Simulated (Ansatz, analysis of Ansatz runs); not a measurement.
# Moving an added hole between Br sites in CsLiBr2 (P4/nmm)

Aim: the energy barrier that a trapped hole meets when it moves from one Br atom to another one nearby in CsLiBr2 (P4/nmm). The model is a cell of 96 host atoms.

Calculated with Ansatz 0.2.0; plane-wave PAW DFT, PBEsol+U; relaxation of all atoms of a supercell at fixed charge in a uniform background; PAW set soft_1.

In doubt: warnings of the run leave room for a lower electronic state (step 3), so energies may not be the lowest and differences between runs may mislead.

### Step 1. Starting point

The cell holds 96 atoms: 24 Cs, 24 Li and 48 Br. Cell: a = 15.323 Å, b = 11.421 Å, c = 19.624 Å, α = 90.0°, β = 90.0°, γ = 63.4°. It derives from CsLiBr2 (space group P4/nmm). Nearest the centre at fractional (0.375, 0.625, 0.500): Br32 at 1.81 Å, Br62 at 1.81 Å, Li53 at 1.98 Å, Li39 at 1.98 Å, Cs49 at 3.45 Å, Cs35 at 3.45 Å, Br59 at 3.76 Å, Br41 at 3.76 Å.

Hubbard terms: Br p 7.0 eV. They were chosen, not fitted, to curb self-interaction in the shells named, the trial site's among them. The two sites are Br62 and Br32. The cell's shortest repeat is 11.4 Å.

### Step 2. The cell without the carrier

The neutral cell is relaxed first, from small random displacements, so that bond lengths and moments with the carrier can be set beside those of a relaxed cell without it.

neutral.relax/input.yaml

```yaml
crystal:
  lattice:
    - [15.32313619, 0.0, 0.0]
    - [5.10771206, 10.21542413, 0.0]
    - [0.0, 0.0, 19.62367138]
  atoms:
    - { symbol: Cs, position: [0.083333, 0.75, 0.149761] }
    - { symbol: Cs, position: [0.25, 0.25, 0.149761] }
    - { symbol: Cs, position: [0.0, 0.5, 0.350239] }
    - { symbol: Cs, position: [0.166667, 0.0, 0.350239] }
[... 2 atom lines left out ...]
    - { symbol: Li, position: [0.083333, 0.75, 0.458058] }
    - { symbol: Li, position: [0.25, 0.25, 0.458058] }
    - { symbol: Br, position: [0.083333, 0.75, 0.331906] }
    - { symbol: Br, position: [0.25, 0.25, 0.331906] }
[... 6 atom lines left out ...]
    - { symbol: Cs, position: [0.083333, 0.75, 0.649761] }
    - { symbol: Cs, position: [0.25, 0.25, 0.649761] }
[... 2 atom lines left out ...]
    - { symbol: Li, position: [0.0, 0.5, 0.541942] }
    - { symbol: Li, position: [0.166667, 0.0, 0.541942] }
[... 5 atom lines left out ...]
    - { symbol: Br, position: [0.166667, 0.0, 0.668094] }
    - { symbol: Br, position: [0.0, 0.0, 0.5] }
    - { symbol: Br, position: [0.166667, 0.5, 0.5] }
    - { symbol: Br, position: [0.083333, 0.25, 0.5] }
    - { symbol: Br, position: [0.25, 0.75, 0.5] }
    - { symbol: Cs, position: [0.416667, 0.75, 0.149761] }
[... 1 atom line left out ...]
    - { symbol: Cs, position: [0.333333, 0.5, 0.350239] }
    - { symbol: Cs, position: [0.5, 0.0, 0.350239] }
[... 2 atom lines left out ...]
    - { symbol: Li, position: [0.416667, 0.75, 0.458058] }
    - { symbol: Li, position: [0.583333, 0.25, 0.458058] }
    - { symbol: Br, position: [0.416667, 0.75, 0.331906] }
    - { symbol: Br, position: [0.583333, 0.25, 0.331906] }
    - { symbol: Br, position: [0.333333, 0.5, 0.168094] }
[... 5 atom lines left out ...]
    - { symbol: Cs, position: [0.416667, 0.75, 0.649761] }
    - { symbol: Cs, position: [0.583333, 0.25, 0.649761] }
    - { symbol: Cs, position: [0.333333, 0.5, 0.850239] }
[... 1 atom line left out ...]
    - { symbol: Li, position: [0.333333, 0.5, 0.541942] }
    - { symbol: Li, position: [0.5, 0.0, 0.541942] }
[... 2 atom lines left out ...]
    - { symbol: Br, position: [0.416667, 0.75, 0.831906] }
[... 1 atom line left out ...]
    - { symbol: Br, position: [0.333333, 0.5, 0.668094] }
    - { symbol: Br, position: [0.5, 0.0, 0.668094] }
    - { symbol: Br, position: [0.333333, 0.0, 0.5] }
    - { symbol: Br, position: [0.5, 0.5, 0.5] }
    - { symbol: Br, position: [0.416667, 0.25, 0.5] }
    - { symbol: Br, position: [0.583333, 0.75, 0.5] }
[... 2 atom lines left out ...]
    - { symbol: Cs, position: [0.666667, 0.5, 0.350239] }
[... 3 atom lines left out ...]
    - { symbol: Li, position: [0.75, 0.75, 0.458058] }
[... 1 atom line left out ...]
    - { symbol: Br, position: [0.75, 0.75, 0.331906] }
[... 7 atom lines left out ...]
    - { symbol: Cs, position: [0.75, 0.75, 0.649761] }
[... 3 atom lines left out ...]
    - { symbol: Li, position: [0.666667, 0.5, 0.541942] }
[... 5 atom lines left out ...]
    - { symbol: Br, position: [0.666667, 0.5, 0.668094] }
[... 1 atom line left out ...]
    - { symbol: Br, position: [0.666667, 0.0, 0.5] }
    - { symbol: Br, position: [0.833333, 0.5, 0.5] }
    - { symbol: Br, position: [0.75, 0.25, 0.5] }
    - { symbol: Br, position: [0.916667, 0.75, 0.5] }
basis:
  ecutwfc: 420
  xc_grid: 2
hamiltonian:
  xc: pbesol
  hubbard:
    sites: [{ species: Br, l: p, u_eff: 7.0 }]
    projectors: ortho-atomic
  pseudopotentials: { kind: paw, azcp: { folder: soft_1 }, xc_functional: pbe }
kpoints:
  mp_grid: { grid: [1, 1, 1] }
scf:
  occupations: { method: fermi_dirac, width: 0.01 }
  max_iter: 120
  lower_state_search: "off"
output:
  forces: true
relax:
  f_tol: 0.02
  max_steps: 70
  random_displacement: { amplitude: 0.04, seed: 3638 }
checkpoint:
  write: "../neutral.relax.run"
  compress: false
  write_wavefunctions: true
  write_every: 100000
```

Launch:

```bash
$ ansatz run input.yaml --threads 8 --pin off --max-ram 17899MiB --backend cpu --events-out ev --progress --plain --runs-dir out
```

Numbers of over 12 decimals in the logs are rounded to 6 here.

Output:

```text
[... repeated set-up lines and file paths are left out, and long positions are rounded to six places ...]
Engine: ansatz 0.2.0, aarch64-unknown-linux-gnu
Pseudopotentials: kind: paw
Pseudopotential: Cs, paw, valence charge 9, recommended cutoff 420 eV (normal), soft_1/Cs.paw.azcp
Pseudopotential: Li, paw, valence charge 3, recommended cutoff 420 eV (normal), soft_1/Li.paw.azcp
Pseudopotential: Br, paw, valence charge 7, recommended cutoff 420 eV (normal), soft_1/Br.paw.azcp
Functional definition: PBEsol
  exchange = pbesol_x
  correlation = pbesol_c
Crystal: 96 atoms, lattice volume = 3071.739 Å³
Basis set: ecut = 420 eV, 59997 PW (Γ), exchange–correlation on 216×160×270 points (8 copies of the dense FFT grid, shifted against one another)
Bands: 408, of which v1, the nominal top of the filled ones, is band 312 counted from 1 (311 counted from 0)
Symmetry: 1 space group operations
k-points: 1
Non-local potential: Cs, projectors of the file, l = 0: 3, l = 1: 2, l = 2: 2, l = 3: 2
Non-local potential: Li, projectors of the file, l = 0: 3, l = 1: 2, l = 2: 1
Non-local potential: Br, projectors of the file, l = 0: 2, l = 1: 2, l = 2: 2
PAW form: soft (Blöchl's): semilocal exchange-correlation on the pseudo side does not see the compensation charge
PAW frozen core: Cs, regenerated for the run's functional, and the local potential with it (the file was generated under x = pbe(κ = 0.804, μ = 0.219515), c = pbe(β = 0.066725))
PAW frozen core: Br, regenerated for the run's functional, and the local potential with it (the file was generated under x = pbe(κ = 0.804, μ = 0.219515), c = pbe(β = 0.066725))
[...]
[... 1 atom left out ...]
  atom  41  Br     0.00082175    -0.00101552    -0.00110441
  [... 7 atoms left out ...]
  atom  49  Cs    -0.00173705     0.00189549    -0.01061697
  [... 3 atoms left out ...]
  atom  53  Li    -0.00041235     0.00250225    -0.00765256
  [... 5 atoms left out ...]
  atom  59  Br     0.00307031    -0.00001864    -0.00238145
  [... 2 atoms left out ...]
  atom  62  Br    -0.00196747    -0.00242715     0.00334382
  atom  63  Br     0.00485121    -0.00341746     0.00256199
  [... 33 atoms left out ...]
  max |Σ_I F_I| component: 1.66e-5 eV/Å
--- Band table (eV) ---
  k-point 0: bands = ["-41.7467", "-41.7450", "-41.7437", "-41.7424", [... 400 left out ...] "9.4020", "9.4313", "9.4330", "9.6787"]
Occupation matrices written to <dir>
--- Relaxed structure (4 steps of the walk, 4 accepted, 0 SCFs on fresh bases) ---
  F+E_penalty+E_count = -270412.41553274 eV   max|allowed force component| = 1.062e-2 eV/Å
  atoms:
    - { symbol: Cs, position: [0.083355, 0.749424, 0.151566] }
    - { symbol: Cs, position: [0.249945, 0.249619, 0.151419] }
[...]
- { symbol: Br, position: [0.166968, 0.499454, 0.498924] }
    [... 1 atom left out ...]
    - { symbol: Br, position: [0.250217, 0.749516, 0.500854] }
[...]
- { symbol: Cs, position: [0.333621, 0.499667, 0.348231] }
[...]
- { symbol: Li, position: [0.416560, 0.750000, 0.459747] }
    [... 1 atom left out ...]
    - { symbol: Br, position: [0.416426, 0.750276, 0.334659] }
[...]
- { symbol: Cs, position: [0.416619, 0.749989, 0.651926] }
    [... 3 atoms left out ...]
    - { symbol: Li, position: [0.333538, 0.499639, 0.540069] }
    [... 5 atoms left out ...]
    - { symbol: Br, position: [0.333518, 0.499565, 0.665099] }
    [... 2 atoms left out ...]
    - { symbol: Br, position: [0.500358, 0.499762, 0.498908] }
    - { symbol: Br, position: [0.416847, 0.249797, 0.500249] }
    [... 33 atoms left out ...]
[key lines of the parts left out:]
SCF converged after 3 iterations
Free energy (F): -270412.415533 eV
Fermi energy:    3.036041 eV
```

Wall time 62 s (8 threads of Arm Neoverse V2, shared host); peak memory 3.9 GiB.

The largest displacement from an ideal site is 0.062 Å.

### Step 3. The hole on the first site

The nearest neighbour or neighbours of the site start displaced and the site's starting moment is changed by the carrier's spin, since a carrier doesn't trap itself in the undistorted lattice.

A.relax/input.yaml

```yaml
crystal:
  lattice:
    - [15.32313619, 0.0, 0.0]
    - [5.10771206, 10.21542413, 0.0]
    - [0.0, 0.0, 19.62367138]
  atoms:
    - { symbol: Cs, position: [0.083355, 0.749424, 0.151566] }
    - { symbol: Cs, position: [0.249945, 0.249619, 0.151419] }
    - { symbol: Cs, position: [-0.000264, 0.500111, 0.348044] }
    - { symbol: Cs, position: [0.166601, 7.5e-05, 0.347933] }
[... 2 atom lines left out ...]
    - { symbol: Li, position: [0.083567, 0.749974, 0.459568] }
    - { symbol: Li, position: [0.249935, 0.249686, 0.459515] }
    - { symbol: Br, position: [0.083633, 0.749904, 0.334479] }
    - { symbol: Br, position: [0.249646, 0.249985, 0.33444] }
[... 6 atom lines left out ...]
    - { symbol: Cs, position: [0.083417, 0.74978, 0.651411] }
    - { symbol: Cs, position: [0.249629, 0.250601, 0.65165] }
[... 2 atom lines left out ...]
    - { symbol: Li, position: [-0.000219, 0.50057, 0.539641] }
    - { symbol: Li, position: [0.166453, 0.000657, 0.539911] }
[... 4 atom lines left out ...]
    - { symbol: Br, position: [-0.00029, 0.500072, 0.664757] }
    - { symbol: Br, position: [0.166697, 0.000295, 0.664983] }
    - { symbol: Br, position: [0.000344, -0.000205, 0.4988] }
    - { symbol: Br, position: [0.166968, 0.499454, 0.498924] }
    - { symbol: Br, position: [0.082596, 0.250748, 0.500577] }
    - { symbol: Br, position: [0.250217, 0.749516, 0.500854] }
    - { symbol: Cs, position: [0.416418, 0.749776, 0.151697] }
[... 1 atom line left out ...]
    - { symbol: Cs, position: [0.333621, 0.499667, 0.348231] }
    - { symbol: Cs, position: [0.499897, 0.000533, 0.347726] }
[... 2 atom lines left out ...]
    - { symbol: Li, position: [0.410328, 0.768697, 0.456689] }
    - { symbol: Li, position: [0.589931, 0.23103, 0.45671] }
    - { symbol: Br, position: [0.416426, 0.750276, 0.334659] }
    - { symbol: Br, position: [0.583823, 0.25007, 0.334684] }
    - { symbol: Br, position: [0.333456, 0.499391, 0.165179] }
[... 5 atom lines left out ...]
    - { symbol: Cs, position: [0.416619, 0.749989, 0.651926] }
    - { symbol: Cs, position: [0.583801, 0.249677, 0.651613] }
    - { symbol: Cs, position: [0.333347, 0.499666, 0.847948] }
[... 1 atom line left out ...]
    - { symbol: Li, position: [0.321073, 0.499639, 0.543127] }
    - { symbol: Li, position: [0.500129, 0.000277, 0.539665] }
[... 2 atom lines left out ...]
    - { symbol: Br, position: [0.416224, 0.750224, 0.834676] }
[... 1 atom line left out ...]
    - { symbol: Br, position: [0.333518, 0.499565, 0.665099] }
    - { symbol: Br, position: [0.499757, 0.000177, 0.6647] }
    - { symbol: Br, position: [0.33279, 0.000298, 0.498775] }
    - { symbol: Br, position: [0.500358, 0.499762, 0.498908], spin: 1.0 }
    - { symbol: Br, position: [0.416847, 0.249797, 0.500249] }
    - { symbol: Br, position: [0.582767, 0.75062, 0.500392] }
[... 2 atom lines left out ...]
    - { symbol: Cs, position: [0.666327, 0.500738, 0.348202] }
[... 3 atom lines left out ...]
    - { symbol: Li, position: [0.74982, 0.749763, 0.45957] }
[... 9 atom lines left out ...]
    - { symbol: Cs, position: [0.750004, 0.750338, 0.651468] }
[... 3 atom lines left out ...]
    - { symbol: Li, position: [0.679018, 0.500357, 0.543062] }
[... 5 atom lines left out ...]
    - { symbol: Br, position: [0.666734, 0.500285, 0.664996] }
[... 1 atom line left out ...]
    - { symbol: Br, position: [0.667099, -0.000227, 0.499211] }
    - { symbol: Br, position: [0.832895, 0.500556, 0.498577] }
    - { symbol: Br, position: [0.750484, 0.249855, 0.500984] }
    - { symbol: Br, position: [0.917053, 0.749906, 0.500399] }
total_charge: 1
basis:
  ecutwfc: 420
  xc_grid: 2
hamiltonian:
  xc: pbesol
  hubbard:
    sites: [{ species: Br, l: p, u_eff: 7.0 }]
    projectors: ortho-atomic
  pseudopotentials: { kind: paw, azcp: { folder: soft_1 }, xc_functional: pbe }
kpoints:
  mp_grid: { grid: [1, 1, 1] }
magnetization:
  spin_polarized: true
  initial_magnetization: 1
  spin_locking: { lock_magnetization: hard }
scf:
  occupations: { method: fermi_dirac, width: 0.01 }
  max_iter: 120
  lower_state_search: "off"
output:
  forces: true
relax:
  f_tol: 0.015
  max_steps: 70
  escape_saddle: false
checkpoint:
  write: "../A.relax.run"
  compress: false
  write_wavefunctions: true
  write_every: 100000
```

Output:

```text
[...]
Crystal: 96 atoms, lattice volume = 3071.739 Å³
Basis set: ecut = 420 eV, 59997 PW (Γ), exchange–correlation on 216×160×270 points (8 copies of the dense FFT grid, shifted against one another)
Bands: 408, of which v1, the nominal top of the filled ones, is band 312 counted from 1 (311 counted from 0)
Symmetry: 1 space group operations
[...]
k-points: 1
[...]
Starting moments: Σ|m| = 1 μB on 1 of 96 sites
[...]
SCF iter   1: F=—  HF=-270407.726005 eV  |F-HF|=—  |Δ(HF+E_count)|=         —  Δρ=1.19e-2 (↑1.16e-2 ↓1.19e-2)  dr2=3.65e1  dr2_m=7.78e-2  M=1.000 μB ∫|m|=1.119 μB  β_m=0.30  ethr=3.10e-3  ⟨swp⟩=7.0  Hψ=3552  notcnv=0  defer=120
[...]
spin=Collinear: Resta preconditioning applied to the charge; magnetization (m = ρ↑ − ρ↓) channel mixes plain (no charge-response kernel on spin).
SCF iter   2: F=—  HF=-270408.783183 eV  |F-HF|=—  |Δ(HF+E_count)|=    1.06e0  Δρ=8.19e-3 (↑7.81e-3 ↓8.19e-3)  dr2=1.78e1  dr2_m=5.56e-2  M=1.000 μB ∫|m|=1.112 μB  β_m=0.65  ethr=3.10e-3  ⟨swp⟩=2.0  Hψ=1102  notcnv=0  defer=184
[...]
SCF iter  43: F=-270412.576423 eV  HF=-270412.576423 eV  |F-HF|=3.58e-7  |Δ(HF+E_count)|=   2.52e-6  Δρ=1.83e-6 (↑3.10e-7 ↓1.83e-6)  dr2=9.28e-8  dr2_m=2.58e-8  M=1.000 μB ∫|m|=1.076 μB  ethr=3.81e-11  ⟨swp⟩=1.0  Hψ=2727  notcnv=0
The SCF converged. Along the directions that its mixing steps explored, a Ritz value of the dielectric operator 1 − χ₀K read negative at each of the last 4 readings (its real part and the size of its imaginary part sum to between -0.0098 and -0.0087).
SCF 1 converged in 43 iterations: F = -270412.576423 eV  dr2 = 9.28e-8
[...]
relax step   1: F+E_penalty+E_count = -270412.57642302 eV  Δ(F+E_penalty+E_count) = +0.000e0 eV  max|allowed force component| = 5.858e-1 eV/Å  Δτ_max = 0.0000 Å  (43 SCF iters, dr2 threshold 5.63e-6 eV, accepted)
[...]
relax step   2: F+E_penalty+E_count = -270413.16102559 eV  Δ(F+E_penalty+E_count) = -5.846e-1 eV  max|allowed force component| = 1.399e-1 eV/Å  Δτ_max = 0.2000 Å  (17 SCF iters, accepted)
relax step   3: F+E_penalty+E_count = -270413.23841789 eV  Δ(F+E_penalty+E_count) = -7.739e-2 eV  max|allowed force component| = 4.908e-2 eV/Å  Δτ_max = 0.0799 Å  (13 SCF iters, accepted)
relax step   4: F+E_penalty+E_count = -270413.25442442 eV  Δ(F+E_penalty+E_count) = -1.601e-2 eV  max|allowed force component| = 5.391e-2 eV/Å  Δτ_max = 0.0316 Å  (12 SCF iters, accepted)
relax step   5: F+E_penalty+E_count = -270413.26028359 eV  Δ(F+E_penalty+E_count) = -5.859e-3 eV  max|allowed force component| = 1.831e-2 eV/Å  Δτ_max = 0.0232 Å  (9 SCF iters, accepted)
relax step   6: F+E_penalty+E_count = -270413.26173202 eV  Δ(F+E_penalty+E_count) = -1.448e-3 eV  max|allowed force component| = 1.329e-2 eV/Å  Δτ_max = 0.0134 Å  (9 SCF iters, accepted)
SCF iter   1: F=—  HF=-270413.261722 eV  |F-HF|=—  |Δ(HF+E_count)|=         —  Δρ=6.99e-5 (↑6.87e-5 ↓6.99e-5)  dr2=7.61e-4  dr2_m=1.59e-6  M=1.000 μB ∫|m|=1.072 μB  β_m=0.30  ethr=1.39e-6  ⟨swp⟩=6.0  Hψ=2184  notcnv=0  defer=180
[...]
SCF iter   8: F=-270413.262269 eV  HF=-270413.262269 eV  |F-HF|=1.90e-8  |Δ(HF+E_count)|=   6.62e-6  Δρ=4.20e-7 (↑2.83e-7 ↓4.20e-7)  dr2=2.16e-8  dr2_m=8.35e-10  M=1.000 μB ∫|m|=1.072 μB  ethr=1.61e-11  ⟨swp⟩=6.5  Hψ=3095  notcnv=0
SCF 7 converged in 8 iterations: F = -270413.262269 eV  dr2 = 2.16e-8
relax step   7: F+E_penalty+E_count = -270413.26226882 eV  Δ(F+E_penalty+E_count) = -5.368e-4 eV  max|allowed force component| = 8.401e-3 eV/Å  Δτ_max = 0.0092 Å  (8 SCF iters, accepted)
NSCF: frozen V_eff on 1 k-points
[...]
SCF converged after 8 iterations
Stability checked in part: among states of this total moment the steps that led to this state did not find it unstable. No probe was made; neither looks for a lower state of another moment (fixed_total_moment; see scf.lower_state_search)
Magnetization: 1.0000 μB (312.0000 up, 311.0000 down)
Absolute magnetization: 1.0597 μB (∫|ρ↑−ρ↓|, with the PAW one-centre terms)
[...]
Per-site moments (μB) at R_I (Å): [(2.4327307945680868e-8, 1.493708), (4.16105976231078e-8, 1.494332), (-3.3869593333897676e-7, 1.450528), [... 93 left out ...]
Free energy (F): -270413.262269 eV
[...]
Internal energy: -270413.262269 eV  (E = F + TS)
E sigma→0 (E₀):  -270413.262269 eV
Fermi energy:    1.401912 (↑ 3.097566, ↓ 1.398447) eV
[...]
--- Forces (eV/Å), atoms counted from 1 ---
  atom   1  Cs     0.00015707     0.00039146     0.00001793
  atom   2  Cs     0.00041284     0.00027945     0.00102684
  [... 27 atoms left out ...]
  atom  30  Br     0.00692047     0.00163939    -0.00121668
  [... 1 atom left out ...]
  atom  32  Br     0.00106430    -0.00337777     0.00166687
  [... 2 atoms left out ...]
  atom  35  Cs    -0.00220693    -0.00177151    -0.00179836
  [... 3 atoms left out ...]
  atom  39  Li    -0.00221052     0.00832926    -0.00569035
  [... 1 atom left out ...]
  atom  41  Br     0.00059815    -0.00301608     0.00202487
  [... 7 atoms left out ...]
  atom  49  Cs     0.00112716     0.00220510     0.00143676
  [... 3 atoms left out ...]
  atom  53  Li    -0.00276792     0.00215309     0.00477090
  [... 5 atoms left out ...]
  atom  59  Br     0.00082294    -0.00047369    -0.00305583
  [... 2 atoms left out ...]
  atom  62  Br     0.00069621    -0.00027664     0.00062724
  [... 1 atom left out ...]
  atom  64  Br     0.00299664     0.00093406     0.00034261
  [... 32 atoms left out ...]
  max |Σ_I F_I| component: 5.85e-5 eV/Å
--- Band table (eV) ---
[...]
Occupation matrices written to <dir>
--- Relaxed structure (7 steps of the walk, 7 accepted, 0 SCFs on fresh bases) ---
  F+E_penalty+E_count = -270413.26226882 eV   max|allowed force component| = 8.401e-3 eV/Å
  atoms:
    - { symbol: Cs, position: [0.083036, 0.749929, 0.148902] }
    - { symbol: Cs, position: [0.249578, 0.249907, 0.148833] }
    [... 27 atoms left out ...]
    - { symbol: Br, position: [0.162099, 0.501839, 0.497042] }
    [... 1 atom left out ...]
    - { symbol: Br, position: [0.274212, 0.728796, 0.500746] }
    [... 2 atoms left out ...]
    - { symbol: Cs, position: [0.330181, 0.500608, 0.342011] }
    [... 3 atoms left out ...]
    - { symbol: Li, position: [0.409364, 0.788276, 0.455027] }
    [... 1 atom left out ...]
    - { symbol: Br, position: [0.417679, 0.750729, 0.334368] }
    [... 7 atoms left out ...]
    - { symbol: Cs, position: [0.415524, 0.752996, 0.657936] }
    [... 3 atoms left out ...]
    - { symbol: Li, position: [0.312592, 0.492247, 0.544669] }
    [... 5 atoms left out ...]
    - { symbol: Br, position: [0.333027, 0.497487, 0.665481] }
    [... 2 atoms left out ...]
    - { symbol: Br, position: [0.500514, 0.499467, 0.498256] }
    [... 1 atom left out ...]
    - { symbol: Br, position: [0.580258, 0.745570, 0.500910] }
    [... 32 atoms left out ...]
```

The job ended after 8.3 min (8 threads; peak memory 6.6 GiB; 65 min of CPU time).

Relaxation path:

```csv
step,energy less that of the first step (eV),largest force component (eV/Å)
1,0.0000,0.5858
2,-0.5846,0.1399
3,-0.6620,0.0491
4,-0.6780,0.0539
5,-0.6839,0.0183
6,-0.6853,0.0133
7,-0.6858,0.0084
```

The atoms that moved most (Å):

```
atom      dx      dy      dz  length
Br32   0.262  -0.212  -0.002   0.337
Br95  -0.261   0.208  -0.004   0.334
Li39   0.085   0.200  -0.033   0.220
Li40  -0.090  -0.197  -0.033   0.219
Li53  -0.168  -0.076   0.030   0.186
Li85   0.166   0.077   0.032   0.185
Cs67   0.047  -0.013  -0.122   0.132
Cs35  -0.048   0.010  -0.122   0.131
```

The moves above count from the input, in which the site's nearest neighbours were already displaced; the distances below compare with the cell without the carrier.

Distances from Br62 without and with the hole:

```csv
atom,without (Å),with (Å)
Li40,2.67,3.06
Li39,2.67,3.07
Li85,2.67,3.05
Li53,2.68,3.06
Br95,3.61,3.28
Br32,3.61,3.28
```

The largest changes of the moments are 0.77 μB on Br62, 0.03 μB on Br95 and 0.03 μB on Br32. The largest part sits on the chosen site.

(Part 1 of 2 ends here.)

[Logs are printed without paths, hosts, clocks, repeated set-up lines and the standing remarks that a program may print on its own settings, such as how far it seeks lower states.]

[Hosts, paths, dates, database ids (printed as entryN), source tags and the programs' standing remarks are cut or masked in the printed files.]
